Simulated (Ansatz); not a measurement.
# SrTiO3: the cost of one run

Computed with Ansatz 0.2.0 (DFT PBE, scalar-relativistic, plane waves, PAW, unless a step's input says otherwise).

3 further runs of the same task are left out: 1 that didn't finish, 2 set aside as unsound or not needed.

## Step 1: The starting structure

Symmetry: Pm-3m, No. 221, cubic system. The conventional cell has a = 3.936 Å, b = 3.936 Å, c = 3.936 Å, α = 90.00°, β = 90.00°, γ = 90.00°. Around Sr (site symmetry m-3m) lie 12 O at 2.78 Å. Around Ti (site symmetry m-3m) lie 6 O at 1.97 Å. O (site symmetry 4/mmm) has 2 Ti at 1.97 Å and 4 Sr at 2.78 Å as nearest neighbours.

Coordinates:

```cif
data_structure
_symmetry_space_group_name_H-M 'Pm-3m'
_symmetry_Int_Tables_number 221
_cell_length_a 3.9364
_cell_length_b 3.9364
_cell_length_c 3.9364
_cell_angle_alpha 90.000
_cell_angle_beta 90.000
_cell_angle_gamma 90.000
_cell_volume 61.00
loop_
_atom_site_label
_atom_site_type_symbol
_atom_site_symmetry_multiplicity
_atom_site_Wyckoff_symbol
_atom_site_fract_x
_atom_site_fract_y
_atom_site_fract_z
_atom_site_occupancy
Sr1 Sr 1 a 0.00000 0.00000 0.00000 1
Ti1 Ti 1 b 0.50000 0.50000 0.50000 1
O1 O 3 c 0.00000 0.50000 0.50000 1
```

This cell was relaxed beforehand with the same method: volume 12.20 Å³/atom, gap on the mesh 1.84 eV.

## Step 2: Zero of energy

Reference values: F = -7754.4875 eV; pressure 0.01 GPa; largest force 0.000 eV/Å; gap on the mesh 1.84 eV. It was computed beforehand with the settings of the runs below.

## Step 3: Setting up moving one atom along a line

Atom 2 (Ti) is moved by x along the Cartesian unit vector (1.000, 0.000, 0.000); the cell and all other atoms stay fixed. Forces below are components along that vector, summed over the moved atoms. In a periodic cell its images move with it.

## Step 4: x = -0.600 Å

Input file input.yaml:

```yaml
crystal:
  lattice:
    - [3.9364035669, 0.0, 0.0]
    - [0.0, 3.9364035669, 0.0]
    - [0.0, 0.0, 3.9364035669]
  atoms:
    - { symbol: Sr, position: [0.0, 0.0, 0.0] }
    - { symbol: Ti, position: [0.3475766039, 0.5, 0.5] }
    - { symbol: O, position: [0.0, 0.5, 0.5] }
    - { symbol: O, position: [0.5, 0.0, 0.5] }
    - { symbol: O, position: [0.5, 0.5, 0.0] }
basis:
  ecutwfc: 420
kpoints:
  mp_grid: { grid: [8, 8, 8] }
hamiltonian:
  xc: pbe
scf:
  occupations: { method: gaussian, width: 0.05 }
output:
  forces: true
  stress: true
  eigenvalues: true
```

Command:

```
$ ansatz run input.yaml --threads 1 --pin off --max-ram 2560MiB --backend cpu --events-out ev --progress --plain --runs-dir out
```

**Question.** How long does this run take on 1 thread of Intel Xeon Platinum 8259CL at 2.50GHz (Skylake/Cascade Lake), shared host, and how much memory does it need?

About 12 s, with a peak of 0.47 GiB.
